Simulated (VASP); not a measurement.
# Ga (Im-3m) in VASP: notebook, part 2 of 3

VASP 6.6.1. Earlier steps stand in the parts before.

## 3. Relaxation of cell and atoms, r2SCAN

This run uses another cell than the first one, of 18.14 Å³/atom, 1.006 times its volume.

INCAR

```
SYSTEM = Ga
PREC = Accurate ; ENCUT = 600
EDIFF = 1E-7 ; ISMEAR = 1
SIGMA = 0.1 ; LREAL = .FALSE.
LASPH = .TRUE. ; NELM = 80
ALGO = Normal ; ISIF = 3
LWAVE = .FALSE. ; LCHARG = .FALSE.
METAGGA = R2SCAN ; LMIXTAU = .TRUE.
IBRION = 2 ; NSW = 90
EDIFFG = -0.005
```

KPOINTS

```
regular mesh
0
G
  16 16 16
  0 0 0
```

POSCAR

```
Ga                                      
1.0
   -1.6552468997      1.6552468997      1.6552468997
    1.6552468997     -1.6552468997      1.6552468997
    1.6552468997      1.6552468997     -1.6552468997
  Ga            
     1
Direct
     0.0000000000000000    0.0000000000000000    0.0000000000000000
```

Potentials or basis: VASP PAW PBE potentials, release 64 (Ga_d).

The run is started by

```bash
cat potpaw_PBE.64/Ga_d/POTCAR > POTCAR
mpirun -np 1 vasp_std > vasp.out
```

OUTCAR:

```text
SYSTEM = Ga
   PREC = Accurate
   ENCUT = 600
   EDIFF = 1E-7
   ISMEAR = 1
   LREAL = .FALSE.
   LASPH = .TRUE.
   NELM = 80
   ISIF = 3
   METAGGA = R2SCAN
   IBRION = 2
   NSW = 90
   EDIFFG = -0.005

 ion  position               nearest neighbor table
   1  0.000  0.000  0.000-

  LATTYP: Found a body centered cubic cell.
 ALAT       =     3.3104937994

  Lattice vectors:

 A1 = (  -1.6552468997,   1.6552468997,   1.6552468997)
 A2 = (   1.6552468997,  -1.6552468997,   1.6552468997)
 A3 = (   1.6552468997,   1.6552468997,  -1.6552468997)

Analysis of symmetry for initial positions (statically):
=====================================================================
 Subroutine PRICEL returns:
 Original cell was already a primitive cell.

 Routine SETGRP: Setting up the symmetry group for a
 body centered cubic supercell.

 Subroutine GETGRP returns: Found 48 space group operations
 (whereof 48 operations were pure point group operations)
 out of a pool of 48 trial point group operations.

The static configuration has the point symmetry O_h .
[... 166 lines left out ...]
 Fermi energy:         5.8271383515

 k-point     1 :       0.0000    0.0000    0.0000
  band No.  band energies     occupation
      1      -9.6942      2.00000
      2      -9.6941      2.00000
      3      -9.6941      2.00000
      4      -9.4786      2.00000
      5      -9.4786      2.00000
      6      -6.1455      2.00000
      7      19.6726      0.00000
      8      19.6726      0.00000
      9      19.6727      0.00000
     10      24.1663      0.00000
[... 287 lines left out ...]
 k-point    24 :       0.2500    0.1875    0.0000
  band No.  band energies     occupation
      1      -9.7578      2.00000
      2      -9.6869      2.00000
      3      -9.5129      2.00000
      4      -9.5067      2.00000
      5      -9.4370      2.00000
      6      -1.7883      2.00000
      7       7.3912     -0.00000
      8       9.4995      0.00000
      9      14.6151      0.00000
     10      21.0654      0.00000

 [... further k-points ...]

------------------------ aborting loop because EDIFF is reached ----------------------------------------

  FORCE on cell =-STRESS in cart. coord.  units (eV):
  Direction    XX          YY          ZZ          XY          YZ          ZX
  --------------------------------------------------------------------------------------
  -------------------------------------------------------------------------------------
  Total        0.0023670      0.0023670      0.0023670      0.0000000     -0.0000000      0.0000000
  in kB        0.2090562      0.2090562      0.2090562      0.0000000     -0.0000000      0.0000000
  external PRESSURE =       0.2090562 kB  Pullay stress =       0.0000000 kB

 VOLUME and BASIS-vectors are now :
 -----------------------------------------------------------------------------
  energy-cutoff  :      600.00
  volume of cell :       18.14
      direct lattice vectors                 reciprocal lattice vectors
    -1.655246900  1.655246900  1.655246900     0.000000000  0.302069740  0.302069740
     1.655246900 -1.655246900  1.655246900     0.302069740  0.000000000  0.302069740
     1.655246900  1.655246900 -1.655246900     0.302069740  0.302069740  0.000000000

 POSITION                                       TOTAL-FORCE (eV/Angst)
 -----------------------------------------------------------------------------------
      0.00000      0.00000      0.00000        -0.000000      0.000000      0.000000
 -----------------------------------------------------------------------------------
    total drift:                                0.000000      0.000000      0.000000

  FREE ENERGIE OF THE ION-ELECTRON SYSTEM (eV)
  ---------------------------------------------------
  free  energy   TOTEN  =       -11.2664957594 eV

  energy  without entropy=      -11.2658490292  energy(sigma->0) =      -11.26628018

 reached required accuracy - stopping structural energy minimisation
```

OSZICAR:

```text
N       E                     dE             d eps       ncg     rms          rms(c)
DAV:   1     0.288805442314E+02    0.28881E+02   -0.77766E+03  3038   0.254E+03
DAV:   2    -0.110469713540E+02   -0.39928E+02   -0.39046E+02  2980   0.267E+02
DAV:   3    -0.125161525757E+02   -0.14692E+01   -0.14635E+01  3376   0.459E+01
DAV:   4    -0.125288299890E+02   -0.12677E-01   -0.12673E-01  3400   0.453E+00
DAV:   5    -0.125289709742E+02   -0.14099E-03   -0.14098E-03  3414   0.429E-01    0.833E-01
DAV:   6    -0.110559009006E+02    0.14731E+01   -0.35564E-01  3398   0.129E+01    0.412E-01
DAV:   7    -0.112450227238E+02   -0.18912E+00   -0.10366E-01  3184   0.435E+00    0.303E-01
DAV:   8    -0.112389427697E+02    0.60800E-02   -0.59288E-02  2968   0.223E+00    0.150E-01
DAV:   9    -0.112662734111E+02   -0.27331E-01   -0.38945E-02  2954   0.153E+00    0.589E-02
DAV:  10    -0.112661514905E+02    0.12192E-03   -0.20750E-04  3354   0.161E-01    0.564E-02
DAV:  11    -0.112662858846E+02   -0.13439E-03   -0.72683E-04  3756   0.526E-01    0.236E-02
DAV:  12    -0.112664805746E+02   -0.19469E-03   -0.44201E-04  3344   0.426E-01    0.118E-02
DAV:  13    -0.112664137968E+02    0.66778E-04   -0.55166E-05  3008   0.115E-01    0.746E-03
DAV:  14    -0.112664933733E+02   -0.79576E-04   -0.94826E-05  3000   0.144E-01    0.140E-03
DAV:  15    -0.112664957237E+02   -0.23504E-05   -0.34964E-06  3096   0.293E-02    0.714E-04
DAV:  16    -0.112664957594E+02   -0.35678E-07   -0.27028E-07  3190   0.853E-03
   1 F= -.11266496E+02 E0= -.11266280E+02  d E =-.112665E+02
```

Run time: 66 s. Hardware: 1 thread of Intel Xeon Platinum 8488C (Sapphire Rapids), shared host; peak memory 0.16 GiB.

What came out:

```yaml
Free_energy: -11.2665 eV
Pressure_after_relaxing: 0.0 GPa
Band_gap_on_the_k_mesh: none (metal or under the smearing width)
```

Final structure:
```
CELL_PARAMETERS angstrom
-1.65525 1.65525 1.65525
1.65525 -1.65525 1.65525
1.65525 1.65525 -1.65525
ATOMIC_POSITIONS crystal
Ga 0.00000 0.00000 0.00000
```

Levels at points of the mesh, in eV from the Fermi level:
```
           k point  band 3  band 4  band 5  band 6  band 7  band 8  band 9  band 10
(0.00, 0.00, 0.00)  -15.52  -15.31  -15.31  -11.97   13.85   13.85   13.85    18.34
(0.50, 0.00, 0.00)  -15.32  -15.30  -15.17   -4.65   -4.20    7.64    9.86    12.17
(0.50, 0.50, 0.50)  -15.21  -15.21  -15.21    1.66    1.66    1.66    2.17     6.10
```

Caveat: the relaxation stopped at its first step, so nothing moved; the PAW data sets were made with another functional, which shifts forces and pressure a little.

## 4. Relaxation of cell and atoms, PBE

INCAR

```
ALGO     = Normal         # electronic algorithm
EDIFF    = 1E-6           # SCF threshold, eV
EDIFFG   = -0.01          # ionic threshold
ENCUT    = 600            # plane-wave cutoff, eV
GGA      = PE             # functional
IBRION   = 2              # ionic algorithm
ISIF     = 3              # what is computed and relaxed
ISMEAR   = 1              # smearing method
LASPH    = True           # aspherical terms in the spheres
LCHARG   = False          # write CHGCAR
LREAL    = False          # projectors in reciprocal space
LWAVE    = False          # write WAVECAR
NELM     = 80             # most SCF steps
NSW      = 90             # ionic steps
PREC     = Accurate       # precision mode
SIGMA    = 0.1            # smearing width, eV
```

KPOINTS

```
k-points
0
Gamma
  16 16 16
```

POSCAR

```
Ga
1.0
   -1.6518001400      1.6518001400      1.6518001400
    1.6518001400     -1.6518001400      1.6518001400
    1.6518001400      1.6518001400     -1.6518001400
Ga
1
Direct
    0.0000000000      0.0000000000      0.0000000000
```

Potentials or basis: VASP PAW PBE potentials, release 64 (Ga_d).

The run is started by

```bash
cat potpaw_PBE.64/Ga_d/POTCAR > POTCAR
mpirun -np 1 vasp_std > vasp.out
```

OUTCAR:

```text
EDIFF = 1E-6
   EDIFFG = -0.01
   ENCUT = 600
   GGA = PE
   IBRION = 2
   ISIF = 3
   ISMEAR = 1
   LASPH = True
   LREAL = False
   NELM = 80
   NSW = 90
   PREC = Accurate

 ion  position               nearest neighbor table
   1  0.000  0.000  0.000-

  LATTYP: Found a body centered cubic cell.
 ALAT       =     3.3036002800

  Lattice vectors:

 A1 = (  -1.6518001400,   1.6518001400,   1.6518001400)
 A2 = (   1.6518001400,  -1.6518001400,   1.6518001400)
 A3 = (   1.6518001400,   1.6518001400,  -1.6518001400)

Analysis of symmetry for initial positions (statically):
=====================================================================
 Subroutine PRICEL returns:
 Original cell was already a primitive cell.

 Routine SETGRP: Setting up the symmetry group for a
 body centered cubic supercell.

 Subroutine GETGRP returns: Found 48 space group operations
 (whereof 48 operations were pure point group operations)
 out of a pool of 48 trial point group operations.

The static configuration has the point symmetry O_h .

Analysis of symmetry for dynamics (positions and initial velocities):
=====================================================================
 Subroutine PRICEL returns:
 Original cell was already a primitive cell.

 Routine SETGRP: Setting up the symmetry group for a
 body centered cubic supercell.

 Subroutine GETGRP returns: Found 48 space group operations
 (whereof 48 operations were pure point group operations)
 out of a pool of 48 trial point group operations.

The dynamic configuration has the point symmetry O_h .

 Subroutine INISYM returns: Found 48 space group operations
 (whereof 48 operations are pure point group operations),
 and found     1 'primitive' translations

----------------------------------------------------------------------------------------

[... 130 lines left out ...]

 number of electron      13.0000009 magnetization

 Free energy of the ion-electron system (eV)
  ---------------------------------------------------
  ext. energy  EPLUGINS =         0.00000000
  ---------------------------------------------------
  free energy    TOTEN  =        -2.85276697 eV

  energy without entropy =       -2.85206946  energy(sigma->0) =       -2.85253447

------------------------ aborting loop because EDIFF is reached ----------------------------------------

  FORCE on cell =-STRESS in cart. coord.  units (eV):
  Direction    XX          YY          ZZ          XY          YZ          ZX
  --------------------------------------------------------------------------------------
  -------------------------------------------------------------------------------------
  Total        0.4062718      0.4062718      0.4062718      0.0000000      0.0000000     -0.0000000
  in kB       36.1072759     36.1072759     36.1072759      0.0000000      0.0000000     -0.0000000
  external PRESSURE =      36.1072759 kB  Pullay stress =       0.0000000 kB
[... 127 lines left out ...]
--------------------------------------- Ionic step        5  -------------------------------------------

 number of electron      12.9999990 magnetization

 Free energy of the ion-electron system (eV)
  ---------------------------------------------------
  ext. energy  EPLUGINS =         0.00000000
  ---------------------------------------------------
  free energy    TOTEN  =        -2.86591084 eV

  energy without entropy =       -2.86526494  energy(sigma->0) =       -2.86569554

 E-fermi :   5.3896     XC(G=0): -10.9232

 val. band max:        5.3871647324   @ k =   0.2500   0.2500   0.2500
 cond. band min:       5.3916791590   @ k =  -0.4375   0.5000   0.3125
 fundamental gap:      0.0045144266
 Fermi energy:         5.3896361095

 k-point     1 :       0.0000    0.0000    0.0000
  band No.  band energies     occupation
      1      -9.5347      2.00000
      2      -9.5347      2.00000
      3      -9.5347      2.00000
      4      -9.3562      2.00000
      5      -9.3562      2.00000
      6      -5.5126      2.00000
      7      17.7102      0.00000
      8      17.7102      0.00000
      9      17.7102      0.00000
     10      22.3551      0.00000
[... 287 lines left out ...]
 k-point    24 :       0.2500    0.1875    0.0000
  band No.  band energies     occupation
      1      -9.5829      2.00000
      2      -9.5225      2.00000
      3      -9.3841      2.00000
      4      -9.3770      2.00000
      5      -9.3192      2.00000
      6      -1.5893      2.00000
      7       6.7158     -0.00000
      8       8.7706      0.00000
      9      13.3703      0.00000
     10      19.2625      0.00000

 [... further k-points ...]

------------------------ aborting loop because EDIFF is reached ----------------------------------------

  FORCE on cell =-STRESS in cart. coord.  units (eV):
  Direction    XX          YY          ZZ          XY          YZ          ZX
  --------------------------------------------------------------------------------------
  -------------------------------------------------------------------------------------
  Total        0.0015144      0.0015144      0.0015144      0.0000000      0.0000000      0.0000000
  in kB        0.1260995      0.1260995      0.1260995      0.0000000      0.0000000      0.0000000
  external PRESSURE =       0.1260995 kB  Pullay stress =       0.0000000 kB
[... 16 lines left out ...]
  FREE ENERGIE OF THE ION-ELECTRON SYSTEM (eV)
  ---------------------------------------------------
  free  energy   TOTEN  =        -2.8659108394 eV

  energy  without entropy=       -2.8652649427  energy(sigma->0) =       -2.86569554

 reached required accuracy - stopping structural energy minimisation
```

OSZICAR:

```text
N       E                     dE             d eps       ncg     rms          rms(c)
DAV:   1     0.366188765902E+02    0.36619E+02   -0.75517E+03  3060   0.247E+03
DAV:   2    -0.156877628809E+01   -0.38188E+02   -0.37357E+02  2938   0.254E+02
[... 32 lines left out ...]
   4 F= -.28658951E+01 E0= -.28656822E+01  d E =-.131282E-01
       N       E                     dE             d eps       ncg     rms          rms(c)
DAV:   1    -0.286625773489E+01   -0.36261E-03   -0.45273E-03  3142   0.142E+00    0.107E-01
DAV:   2    -0.286598273807E+01    0.27500E-03   -0.50087E-04  3186   0.491E-01    0.483E-02
DAV:   3    -0.286591923046E+01    0.63508E-04   -0.73679E-05  3204   0.177E-01    0.110E-02
DAV:   4    -0.286591081474E+01    0.84157E-05   -0.66349E-06  3602   0.528E-02    0.339E-04
DAV:   5    -0.286591083937E+01   -0.24629E-07   -0.27601E-08  1600   0.231E-03
   5 F= -.28659108E+01 E0= -.28656955E+01  d E =-.131439E-01
```

Wall time 30 s (1 thread of Intel Xeon Platinum 8488C (Sapphire Rapids), shared host); peak memory 0.16 GiB.

What came out:

```
Free energy                            : -2.8659 eV
Relaxed volume                         : 19.24 Å³/atom
Relaxed cell                           : a = 2.924 Å, b = 2.924 Å, c = 2.924 Å, α = 109.47°, β = 109.47°, γ = 109.47°
Space group after relaxing (to 0.05 Å) : Im-3m (No. 229)
Energy gained by relaxing              : 13.1 meV/atom
Ionic steps                            : 5
Pressure after relaxing                : 0.0 GPa
Band gap on the k mesh                 : none (metal or under the smearing width)
```

Step by step:
```
step  energy change (eV)  largest force (eV/Å)  pressure (GPa)  volume (Å³)
   1              0.0000                0.0000            3.61        18.03
   2             -0.0130                0.0000            0.41        19.11
   3             -0.0131                0.0000           -0.28        19.28
   4             -0.0131                0.0000            0.20        19.21
   5             -0.0131                0.0000            0.01        19.24
```

Final structure:
```
Ga
1.0
    -1.68809    1.68809    1.68809
     1.68809   -1.68809    1.68809
     1.68809    1.68809   -1.68809
Ga
1
Direct
  0.00000 0.00000 0.00000
```

Levels at points of the mesh, in eV from the Fermi level:
| k point | band 3 | band 4 | band 5 | band 6 | band 7 | band 8 | band 9 | band 10 |
| --- | --- | --- | --- | --- | --- | --- | --- | --- |
| (0.00, 0.00, 0.00) | -14.92 | -14.75 | -14.75 | -10.90 | 12.32 | 12.32 | 12.32 | 16.97 |
| (0.50, 0.00, 0.00) | -14.76 | -14.74 | -14.63 | -4.49 | -3.65 | 6.90 | 8.92 | 11.33 |
| (0.50, 0.50, 0.50) | -14.66 | -14.66 | -14.66 | 1.28 | 1.60 | 1.60 | 1.60 | 5.73 |

(Part 2 of 3 ends here.)
